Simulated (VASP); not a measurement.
# The defect H_Cl in a supercell of LiCl (Fm-3m), part 7 of 9

Aim: the formation energy and local structure of the defect H_Cl in LiCl (Fm-3m). The start is a computed cell from the Materials Project.

VASP 6.6.1, plane waves and PAW; the level of theory is named at each step.

So far. Step 8 (Relaxing the defect, charge 0): The run ended after 9 ionic steps, 0.119 eV below its first step, once the forces on the free atoms met EDIFFG = -0.03. Step 8 (Relaxing the defect, charge 0): The 6 first neighbours (Li) lie 2.54 Å from the site in the perfect crystal and 2.39 Å on average from the atom on it after the relaxation (-5.8 %).

### Step 10. The defect cell, charge -1, spin collinear

This step: PBEsol, spin-polarised, with small moments to start from; plane waves and PAW (Li, Cl, H) (VASP 6.6.1).

This cell carries charge -1, set by NELECT and balanced by a uniform background.

The input, INCAR:

```
SYSTEM = Li27HCl26
PREC = Normal
ENCUT = 300
EDIFF = 1E-05
NELM = 120
ISMEAR = 0
SIGMA = 0.05
LREAL = Auto
ALGO = Fast
GGA = PS
NELECT = 211
ISPIN = 2
MAGMOM = 0 0 0 0 0 0 0 0 0 0 0 0 0 0 0 0 0 0.6 0 0 0 0 0 0.6 0 0.6 0 0 0 0 0 0 0 0 0 0 0 0 0 0 0 0 0 0 0 0 0 0 0 0 0 0 0 0.6
LORBIT = 11
LWAVE = True
LCHARG = .FALSE.
KPAR = 4
IBRION = 2
NSW = 50
ISIF = 2
EDIFFG = -0.03
POTIM = 0.4
MAXMIX = 40
ISYM = 0
```

The input, POSCAR:

```
Li27HCl26
1.0
    0.0000000000      7.6181400852      7.6181400852
    7.6181400852      0.0000000000      7.6181400852
    7.6181400852      7.6181400852      0.0000000000
Li Cl H
27 26 1
Direct
    0.0000000000      0.0000000000      0.0000000000
    0.0000000000      0.0000000000      0.3333333300
    0.0000000000      0.0000000000      0.6666666700
    0.0000000000      0.3333333300      0.0000000000
    0.0000000000      0.3333333300      0.3333333300
    0.0000000000      0.3333333300      0.6666666700
    0.0000000000      0.6666666700      0.0000000000
    0.0000000000      0.6666666700      0.3333333300
    0.0000000000      0.6666666700      0.6666666700
    0.3333333300      0.0000000000      0.0000000000
    0.3333333300      0.0000000000      0.3333333300
    0.3333333300      0.0000000000      0.6666666700
    0.3333333300      0.3333333300      0.0000000000
    0.3333333300      0.3333333300      0.3333333300
    0.3316709800      0.3324744200      0.6710059100
    0.3333333300      0.6666666700      0.0000000000
    0.3308648300      0.6635221900      0.3359317900
    0.3372980600      0.6675017100      0.6653370500
    0.6666666700      0.0000000000      0.0000000000
    0.6666666700      0.0000000000      0.3333333300
    0.6666666700      0.0000000000      0.6666666700
    0.6666666700      0.3333333300      0.0000000000
    0.6676642600      0.3316405600      0.3334300400
    0.6622890700      0.3334071400      0.6666185100
    0.6666666700      0.6666666700      0.0000000000
    0.6617838700      0.6673906600      0.3358910200
    0.6666666700      0.6666666700      0.6666666700
    0.1666666700      0.1666666700      0.1666666700
    0.1666666700      0.1666666700      0.5000000000
    0.1666666700      0.1666666700      0.8333333300
    0.1666666700      0.5000000000      0.1666666700
    0.1666666700      0.5000000000      0.5000000000
    0.1666666700      0.5000000000      0.8333333300
    0.1666666700      0.8333333300      0.1666666700
    0.1666666700      0.8333333300      0.5000000000
    0.1666666700      0.8333333300      0.8333333300
    0.5000000000      0.1666666700      0.1666666700
    0.5000000000      0.1666666700      0.5000000000
    0.5000000000      0.1666666700      0.8333333300
    0.5000000000      0.5000000000      0.1666666700
    0.5000000000      0.5000000000      0.8333333300
    0.5000000000      0.8333333300      0.1666666700
    0.5000000000      0.8333333300      0.5000000000
    0.5000000000      0.8333333300      0.8333333300
    0.8333333300      0.1666666700      0.1666666700
    0.8333333300      0.1666666700      0.5000000000
    0.8333333300      0.1666666700      0.8333333300
    0.8333333300      0.5000000000      0.1666666700
    0.8333333300      0.5000000000      0.5000000000
    0.8333333300      0.5000000000      0.8333333300
    0.8333333300      0.8333333300      0.1666666700
    0.8333333300      0.8333333300      0.5000000000
    0.8333333300      0.8333333300      0.8333333300
    0.4940543700      0.5012391200      0.4995234000
```

The input, KPOINTS:

```
Automatic mesh
0
Gamma
2 2 2
0 0 0
```

The projector-augmented-wave data sets are Li, Cl and H (PBE family, release 64).

Command:

```
$ mpirun -np 4 vasp_std
```

What it wrote:

```text
[... set-up lines as in an earlier step ...]
 entering main loop
       N       E                     dE             d eps       ncg     rms          rms(c)
DAV:   1     0.102867323039E+04    0.10287E+04   -0.64918E+04  4416   0.859E+02
DAV:   2    -0.977979798681E+02   -0.11265E+04   -0.11020E+04  5496   0.198E+02
DAV:   3    -0.196152724877E+03   -0.98355E+02   -0.97980E+02  5112   0.688E+01
DAV:   4    -0.197918647231E+03   -0.17659E+01   -0.17595E+01  5216   0.107E+01
DAV:   5    -0.197958575511E+03   -0.39928E-01   -0.39893E-01  5104   0.159E+00BRMIX: very serious problems
 the old and the new charge density differ
 old charge density:   210.00000 new  210.99997
BRMIX: very serious problems
 the old and the new charge density differ
 old charge density:   210.00000 new  210.99997
BRMIX: very serious problems
 the old and the new charge density differ
 old charge density:   210.00000 new  210.99997
BRMIX: very serious problems
 the old and the new charge density differ
 old charge density:   210.00000 new  210.99997
    0.156E+01
RMM:   6    -0.196671357987E+03    0.12872E+01   -0.38715E+00  4289   0.331E+00    0.984E+00
RMM:   7    -0.196674808585E+03   -0.34506E-02   -0.18112E+00  4320   0.229E+00    0.613E+00
RMM:   8    -0.196782221234E+03   -0.10741E+00   -0.23784E-01  4338   0.793E-01    0.322E+00
RMM:   9    -0.196760692064E+03    0.21529E-01   -0.69694E-02  4322   0.507E-01    0.121E+00
RMM:  10    -0.196763321368E+03   -0.26293E-02   -0.19283E-02  4329   0.310E-01    0.674E-01
RMM:  11    -0.196763668513E+03   -0.34715E-03   -0.20136E-03  4408   0.109E-01    0.422E-01
RMM:  12    -0.196764382949E+03   -0.71444E-03   -0.31131E-03  4334   0.102E-01    0.186E-01
RMM:  13    -0.196764152360E+03    0.23059E-03   -0.58233E-04  4341   0.483E-02    0.161E-01
RMM:  14    -0.196764161963E+03   -0.96029E-05   -0.11307E-04  4013   0.226E-02    0.141E-01
RMM:  15    -0.196764224718E+03   -0.62755E-04   -0.16054E-04  4019   0.210E-02    0.803E-02
RMM:  16    -0.196764248407E+03   -0.23689E-04   -0.61084E-05  3327   0.137E-02    0.718E-02
RMM:  17    -0.196764260573E+03   -0.12165E-04   -0.15437E-05  2710   0.676E-03    0.594E-02
RMM:  18    -0.196764274668E+03   -0.14096E-04   -0.56374E-05  3309   0.106E-02    0.128E-02
RMM:  19    -0.196764274746E+03   -0.77465E-07   -0.68104E-06  2591   0.445E-03
   1 F= -.19676427E+03 E0= -.19675391E+03  d E =-.196764E+03  mag=     0.4620
 curvature:   0.00 expect dE= 0.000E+00 dE for cont linesearch  0.000E+00
 trial: gam= 0.00000 g(F)=  0.197E-01 g(S)=  0.000E+00 ort = 0.000E+00 (trialstep = 0.100E+01)
 search vector abs. value=  0.197E-01
 bond charge predicted
       N       E                     dE             d eps       ncg     rms          rms(c)
DAV:   1    -0.196783715568E+03   -0.19441E-01   -0.43126E-02  4944   0.423E-01    0.371E-01
RMM:   2    -0.196783657912E+03    0.57656E-04   -0.36722E-03  4288   0.133E-01    0.265E-01
RMM:   3    -0.196783776008E+03   -0.11810E-03   -0.10104E-03  4290   0.677E-02    0.133E-01
RMM:   4    -0.196783783881E+03   -0.78727E-05   -0.31110E-04  4236   0.342E-02    0.920E-02
RMM:   5    -0.196783800058E+03   -0.16177E-04   -0.76283E-05  3892   0.176E-02    0.419E-02
RMM:   6    -0.196783801299E+03   -0.12412E-05   -0.53493E-05  3758   0.126E-02
   2 F= -.19678380E+03 E0= -.19677421E+03  d E =-.195266E-01  mag=     0.5212
[...]
3 F= -.19683980E+03 E0= -.19683212E+03  d E =-.755213E-01  mag=     0.6385
[...]
4 F= -.19694022E+03 E0= -.19693651E+03  d E =-.175949E+00  mag=     0.7395
[...]
5 F= -.19704765E+03 E0= -.19704472E+03  d E =-.283375E+00  mag=     0.8393
[...]
6 F= -.19705175E+03 E0= -.19704968E+03  d E =-.287477E+00  mag=     0.8949
[...]
7 F= -.19707083E+03 E0= -.19706910E+03  d E =-.190786E-01  mag=     0.9035
[...]
8 F= -.19707160E+03 E0= -.19706988E+03  d E =-.198522E-01  mag=     0.9023
 curvature:  -4.53 expect dE=-0.521E-02 dE for cont linesearch -0.189E-04
 trial: gam= 0.16822 g(F)=  0.115E-02 g(S)=  0.000E+00 ort =-0.171E-03 (trialstep = 0.602E+01)
 search vector abs. value=  0.129E-02
 bond charge predicted
       N       E                     dE             d eps       ncg     rms          rms(c)
DAV:   1    -0.197070941976E+03    0.65752E-03   -0.12060E+00  4588   0.230E+00    0.662E-01
RMM:   2    -0.197076427935E+03   -0.54860E-02   -0.66507E-02  4297   0.634E-01    0.586E-01
RMM:   3    -0.197078036091E+03   -0.16082E-02   -0.11777E-02  4292   0.281E-01    0.362E-01
RMM:   4    -0.197076753094E+03    0.12830E-02   -0.19801E-03  4306   0.115E-01    0.288E-01
RMM:   5    -0.197076088698E+03    0.66440E-03   -0.26110E-03  4306   0.901E-02    0.173E-01
RMM:   6    -0.197076130068E+03   -0.41370E-04   -0.16030E-03  4306   0.781E-02    0.633E-02
RMM:   7    -0.197076184390E+03   -0.54323E-04   -0.26240E-04  4228   0.404E-02    0.859E-02
RMM:   8    -0.197076145092E+03    0.39299E-04   -0.42517E-05  3849   0.178E-02    0.105E-01
RMM:   9    -0.197076092807E+03    0.52285E-04   -0.13854E-04  4223   0.202E-02    0.665E-02
RMM:  10    -0.197076095150E+03   -0.23429E-05   -0.91898E-05  3894   0.190E-02
   9 F= -.19707610E+03 E0= -.19707437E+03  d E =-.449081E-02  mag=     0.9003
 trial-energy change:   -0.004491  1 .order   -0.004422   -0.006740   -0.002103
 step:   8.4416(harm=  8.7463)  dis= 0.01185  next Energy=  -197.076523 (dE=-0.492E-02)
 reached required accuracy - stopping structural energy minimisation
 writing wavefunctions
```

It took 26 min on 4 MPI ranks of AMD EPYC 7R43, shared host; peak memory 3.4 GiB; 1.8 h of CPU time.

Parts of OUTCAR (step 10):

```text
NELECT = 211

 ion  position               nearest neighbor table
   1  0.000  0.000  0.000-  30 2.54  34 2.54  36 2.54  45 2.54  47 2.54  51 2.54
   2  0.000  0.000  0.333-  34 2.54  45 2.54  35 2.54  46 2.54  52 2.54  28 2.54
   3  0.000  0.000  0.667-  36 2.54  47 2.54  29 2.54  46 2.54  35 2.54  53 2.54
   4  0.000  0.333  0.000-  30 2.54  45 2.54  33 2.54  48 2.54  50 2.54  28 2.54
   5  0.000  0.333  0.333-  28 2.54  46 2.54  48 2.54  49 2.54  31 2.54  29 2.54
   6  0.000  0.333  0.667-  29 2.54  30 2.54  47 2.54  50 2.54  49 2.54  32 2.54
   7  0.000  0.667  0.000-  36 2.54  51 2.54  31 2.54  48 2.54  33 2.54  53 2.54
   8  0.000  0.667  0.333-  31 2.54  34 2.54  51 2.54  52 2.54  32 2.54  49 2.54
   9  0.000  0.667  0.667-  53 2.54  35 2.54  33 2.54  32 2.54  52 2.54  50 2.54
  10  0.333  0.000  0.000-  30 2.54  34 2.54  39 2.54  42 2.54  44 2.54  28 2.54
  11  0.333  0.000  0.333-  28 2.54  35 2.54  42 2.54  43 2.54  29 2.54  37 2.54
  12  0.333  0.000  0.667-  29 2.54  30 2.54  36 2.54  44 2.54  43 2.54  38 2.54
  13  0.333  0.333  0.000-  28 2.54  33 2.54  39 2.54  41 2.54  31 2.54  37 2.54
  14  0.333  0.333  0.333-  29 2.54  31 2.54  37 2.54  32 2.54  38 2.54  40 2.54
  15  0.332  0.332  0.671-  33 2.51  39 2.52  30 2.52  32 2.56  38 2.57
  16  0.333  0.667  0.000-  31 2.54  34 2.54  36 2.54  44 2.54  41 2.54  40 2.54
  17  0.331  0.664  0.336-  32 2.50  40 2.54  34 2.54  35 2.54  42 2.58
  18  0.337  0.668  0.665-  43 2.50  41 2.52  36 2.54  35 2.56  33 2.58
  19  0.667  0.000  0.000-  47 2.54  51 2.54  42 2.54  37 2.54  39 2.54  53 2.54
  20  0.667  0.000  0.333-  37 2.54  45 2.54  51 2.54  52 2.54  43 2.54  38 2.54
  21  0.667  0.000  0.667-  53 2.54  46 2.54  39 2.54  38 2.54  52 2.54  44 2.54
  22  0.667  0.333  0.000-  37 2.54  45 2.54  47 2.54  50 2.54  41 2.54  40 2.54
  23  0.668  0.332  0.333-  45 2.53  46 2.53  38 2.53  48 2.54  40 2.55
  24  0.662  0.333  0.667-  39 2.51  41 2.54  46 2.54  49 2.57  47 2.57
  25  0.667  0.667  0.000-  53 2.54  48 2.54  42 2.54  40 2.54  50 2.54  44 2.54
[...]
53  0.833  0.833  0.833-   9 2.54  21 2.54  25 2.54  19 2.54   7 2.54   3 2.54
  54  0.494  0.501  0.500-

   k-points           NKPTS =      8   k-points in BZ     NKDIM =      8   number of bands    NBANDS=    134

 E-fermi :   6.7546

 spin component 1
 k-point     1 :       0.0000    0.0000    0.0000
  band No.  band energies     occupation
    ...
    102       0.4417      1.00000
    103       0.4425      1.00000
    104       0.4435      1.00000
    105       0.7094      1.00000
    106       6.7447      0.60963
    107       7.1521      0.00000
    108       7.1578      0.00000
    109       7.1643      0.00000
    110       7.2731      0.00000
    111       7.3379      0.00000
    ...

 k-point     2 :       0.5000    0.0000    0.0000
  band No.  band energies     occupation
    ...
    102       0.3505      1.00000
    103       0.3927      1.00000
    104       0.3945      1.00000
    105       0.8929      1.00000
    106       6.5586      1.00000
    107       7.0617      0.00000
    108       7.2062      0.00000
    109       7.2212      0.00000
    110       7.4796      0.00000
    111       7.5421      0.00000
    ...

  Total        4.4519337      4.4244240      4.4397419      0.0322013      0.0319191      0.0325307
  in kB        8.0664493      8.0166046      8.0443590      0.0583455      0.0578341      0.0589423
  external PRESSURE =       8.0424710 kB  Pullay stress =       0.0000000 kB

 POSITION                                       TOTAL-FORCE (eV/Angst)
 -----------------------------------------------------------------------------------
     15.23425      7.61814      7.61629         0.002557      0.004388     -0.000083
     10.14451      2.53013      7.61820        -0.006074     -0.008984     -0.003329
      5.09123     12.70785      7.61803         0.003020      0.004061     -0.003185
      2.52998      7.61809     10.14715        -0.008069     -0.000635     -0.010944
      5.09157     10.14644     10.14551        -0.000141     -0.005034     -0.005066
      7.61807     12.70442     10.13910         0.001356      0.009173      0.001029
      5.09226      7.61817     12.70696         0.004430     -0.000431      0.004018
      7.61853     10.14338     12.70309         0.000070     -0.002566      0.011040
     10.14778      5.09073      5.08938        -0.003822     -0.000930     -0.000946
      7.61770      2.52802     10.14032         0.002744     -0.007032     -0.005587
     10.14769      5.08801     10.14628        -0.001936      0.004818     -0.004559
      5.09288      7.61822      2.52794         0.002285     -0.001602     -0.009478
     10.14823     10.14782      5.08918        -0.003505     -0.004463     -0.000694
      5.08981      5.09092      5.08717         0.005123     -0.003352      0.001723
      7.61674      7.61155      5.38235         0.005334      0.006722     -0.015614
     12.70875     10.14576      7.61864         0.008067     -0.005608     -0.005173
      7.62007      5.40304      7.61873        -0.001335     -0.017940     -0.007278
      9.85507      7.61251      7.60973         0.011517      0.006450      0.009935
      7.61864      5.09049     12.70577        -0.000829      0.002397      0.002712
     10.14648      7.61785     12.70698        -0.007210      0.000328      0.002313
      5.09004     10.14663      5.08671         0.003682     -0.001324      0.003409
     10.14307     12.70575      7.61763        -0.000456      0.006697     -0.001675
      5.36651      7.61331      7.61333        -0.013862      0.005116      0.004208
      7.61997      9.85952      7.61656        -0.001269      0.006234     -0.005012
[...]
-----------------------------------------------------------------------------------
    total drift:                                0.003097      0.002776      0.030606

  FREE ENERGIE OF THE ION-ELECTRON SYSTEM (eV)
  ---------------------------------------------------
  free  energy   TOTEN  =      -197.0760951499 eV

  energy  without entropy=     -197.0726487003  energy(sigma->0) =     -197.07437193

 magnetization (x)
# of ion       s       p       d       tot
------------------------------------------
    1        0.000   0.000   0.000   0.000
    2        0.002   0.002   0.000   0.003
    3        0.002   0.002   0.000   0.003
    4        0.002   0.002   0.000   0.003
    5        0.001   0.001   0.000   0.001
    6        0.002   0.002   0.000   0.003
    7        0.002   0.002   0.000   0.003
    8        0.002   0.002   0.000   0.003
    9        0.001   0.001   0.000   0.001
   10        0.002   0.002   0.000   0.003
   11        0.001   0.001   0.000   0.001
   12        0.002   0.002   0.000   0.003
   13        0.001   0.001   0.000   0.001
   14        0.001   0.001   0.000   0.001
   15        0.010   0.014   0.000   0.024
   16        0.002   0.002   0.000   0.003
   17        0.010   0.014   0.000   0.024
   18        0.010   0.014   0.000   0.024
   19        0.002   0.002   0.000   0.003
   20        0.002   0.002   0.000   0.003
   21        0.001   0.001   0.000   0.001
   22        0.002   0.002   0.000   0.003
   23        0.010   0.014   0.000   0.024
[...]
--------------------------------------------------
tot          0.126   0.073   0.000   0.200

[... 5 parts as in an earlier step ...]

[... 13 further parts left out ...]
```

Relaxation path:

```tsv
step	energy less that of the first step (eV)	largest force (eV/Å)
1	0.0000	0.3154
2	-0.0195	0.3080
3	-0.0755	0.2908
4	-0.1759	0.2533
5	-0.2834	0.0907
6	-0.2875	0.0976
7	-0.3066	0.0408
8	-0.3073	0.0444
9	-0.3118	0.0194
```

The atoms that moved most (Å):

```tsv
atom	dx	dy	dz	length
Li17	0.006	0.323	0.043	0.326
Li15	-0.028	-0.027	0.323	0.325
Li18	-0.299	-0.026	-0.045	0.303
Li23	0.300	-0.013	0.000	0.300
Li26	-0.026	0.015	-0.272	0.274
Li24	0.002	-0.264	0.031	0.266
H54	0.009	0.040	0.034	0.053
Li5	0.013	-0.011	-0.012	0.021
```

This step gave:

```
electronic cycles                                 : 80
electrons                                         : 211
free energy (TOTEN)                               : -197.0761 eV
energy at zero smearing                           : -197.0744 eV
Fermi energy                                      : 6.755 eV
moment of the cell, from the last line of the log : 0.9003 μB
```

Spin moment in the PAW sphere by element, in μB:

```tsv
element	atoms	mean	spread (r.m.s.)	least	largest
Li	27	0.0069	0.0091	0.0000	0.0240
Cl	26	0.0008	0.0004	0.0000	0.0010
H	1	-0.0110	0.0000	-0.0110	-0.0110
```

The atoms nearest the centre:

```tsv
atom	distance (Å)	spin moment in the PAW sphere (μB)
H54	0.02	-0.0110
Li17	2.22	0.0240
Li26	2.24	0.0240
Li15	2.24	0.0240
Li18	2.24	0.0240
Li24	2.24	0.0230
Li23	2.25	0.0240
Cl49	3.57	0.0010
Cl48	3.58	0.0010
Cl46	3.58	0.0010
Cl42	3.58	0.0010
Cl41	3.58	0.0010
Cl38	3.58	0.0010
Cl39	3.58	0.0010
```

The run ended after 9 ionic steps, 0.312 eV below its first step, once the forces on the free atoms met EDIFFG = -0.03.

The 6 first neighbours (Li) lie 2.54 Å from the site in the perfect crystal and 2.24 Å on average from the atom on it after the relaxation (-11.9 %).

Levels at the Fermi energy are partly filled: the carrier is shared among close levels or spread over a band.

(Part 7 of 9 ends here.)

[Lines on the potential files, build, host, timing and source positions are cut from VASP's logs without a mark.]

[Logs are printed without paths, hosts, clocks, repeated set-up lines and the standing remarks that a program may print on its own settings, such as how far it seeks lower states.]

[Hosts, paths, dates, database ids (printed as entryN), source tags and the programs' standing remarks are cut or masked in the printed files.]

[In band tables of VASP the shares of atoms and orbitals are scaled to a sum of 1 inside the atoms' spheres.]

[Runs that stopped without an error message from VASP are left out.]
